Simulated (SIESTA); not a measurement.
**MgB2: band structure with PBE**

The system is MgB2.

```
Mg B
1.0
     3.08500    0.00000    0.00000
    -1.54250    2.67169    0.00000
     0.00000    0.00000    3.52300
Mg B
1 2
Direct
  0.00000 0.00000 0.00000
  0.66667 0.33333 0.50000
  0.33333 0.66667 0.50000
```

| Property | Result |
| --- | --- |
| Program | SIESTA 5.4.2 |
| Task | band structure |
| Functional | PBE |
| Potentials or basis | PseudoDojo 0.4 standard (PBE files) |
| Basis | DZP (energy shift 0.003 Ry; two zetas on semicore shells) |
| Grid cutoff | 800 Ry |
| Energy shift | 0.003 Ry |
| k mesh | 10 × 10 × 8 |
| Occupations | fermi-dirac, width 0.05 eV |
| Spin | no spin polarisation |

```json
{
  "Pressure": "4.1 GPa",
  "Band gap on the k mesh": "none (metal or under the smearing width)"
}
```

Stress tensor (GPa, compression positive):
```
5.83 0.00 0.00
0.00 5.83 0.00
0.00 0.00 0.70
```

Levels at the corners of the path, in eV from the Fermi level:
```tsv
point	band 6	band 7	band 8	band 9	band 10	band 11
Γ	-3.12	0.39	0.39	1.68	6.26	6.26
M	-7.95	-2.29	0.27	2.95	4.07	5.35
K	-7.29	-5.98	1.80	1.80	6.57	6.57
Γ	-3.12	0.39	0.39	1.68	6.26	6.26
A	-7.72	0.64	0.64	6.79	6.79	7.99
L	-6.99	-3.81	-1.91	-1.49	5.72	8.96
H	-6.38	-5.26	-2.21	-2.21	3.31	11.66
A	-7.72	0.64	0.64	6.79	6.79	7.99
L	-6.99	-3.81	-1.91	-1.49	5.72	8.96
M	-7.95	-2.29	0.27	2.95	4.07	5.35
K	-7.29	-5.98	1.80	1.80	6.57	6.57
H	-6.38	-5.26	-2.21	-2.21	3.31	11.66
```

It took 91 s on 1 thread of Arm Neoverse V2 (shared host), peak memory 0.33 GiB.

Caveat: the basis of atomic orbitals isn't converged, which shifts pressures, moduli and gaps.
